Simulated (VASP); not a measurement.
Write the native input for VASP 6.6.1 that does the following.

- Task: single point
- Functional: r2SCAN
- Potentials or basis: VASP PAW PBE potentials, release 64 (Li_sv)
- Cutoff: 520 eV
- k mesh: 16 × 16 × 16
- Occupations: gaussian, width 0.1 eV
- Spin: no spin polarisation
- Further INCAR settings: ALGO = Normal; EDIFF = 1e-07; NBANDS = 8

The structure of Li lies in POSCAR:

```
Li
1.0
   -1.7122100000      1.7122100000      1.7122100000
    1.7122100000     -1.7122100000      1.7122100000
    1.7122100000      1.7122100000     -1.7122100000
Li
1
Direct
    0.0000000000      0.0000000000      0.0000000000
```

The input as run:

INCAR

```
SYSTEM = Li
PREC = Accurate
ENCUT = 520
EDIFF = 1E-7
ISMEAR = 0
SIGMA = 0.1
LREAL = .FALSE.
LASPH = .TRUE.
NELM = 60
ALGO = Normal
ISIF = 2
LWAVE = .FALSE.
LCHARG = .TRUE.
METAGGA = R2SCAN
LMIXTAU = .TRUE.
LELF = .TRUE.
LVHAR = .TRUE.
NBANDS = 8
```

KPOINTS

```
regular mesh
0
G
  16 16 16
  0 0 0
```

Potentials or basis: VASP PAW PBE potentials, release 64 (Li_sv).

Command:

```console
$ cat potpaw_PBE.64/Li_sv/POTCAR > POTCAR
$ mpirun -np 1 vasp_std > vasp.out
```

Results of the run:

| Item | Value |
| --- | --- |
| Band gap on the k mesh | none (metal or under the smearing width) |

Wall time 48 s on 1 thread of Intel(R) Xeon(R) 6975P-C (Granite Rapids) (shared host), peak memory 0.14 GiB.
